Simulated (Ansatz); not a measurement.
In: what relativity and spin–orbit coupling change

```yaml
crystal:
  lattice:
    - [-1.62615, 1.62615, 2.47395]
    - [1.62615, -1.62615, 2.47395]
    - [1.62615, 1.62615, -2.47395]
  atoms:
    - { symbol: In, position: [0.00000, 0.00000, 0.00000] }
```

The cell is COD entry 9017523, as deposited and not checked against the literature; nothing was relaxed.

One fixed cell is solved with PBE by PAW (frozen-core files) in Ansatz 0.2.0 under different relativistic treatments. Pressure is positive in compression.

Numerical set-up: a Γ-centred 14×14×14 k mesh, Fermi–Dirac smearing of 0.05 eV, cutoff 420 eV, no spin polarisation.

```tsv
setting	P (GPa)	lowest level at Γ above −25 eV, from the valence-band top or, without a gap, the Fermi level (eV)
scalar-relativistic	?	-14.75
with spin–orbit coupling	?	-15.13
```

**Question.** Give the missing entry: row "with spin–orbit coupling", column "P (GPa)".

**Answer.** 1.86.

**Question.** Fill in "P (GPa)" for the row "scalar-relativistic".

**Answer.** 1.92.
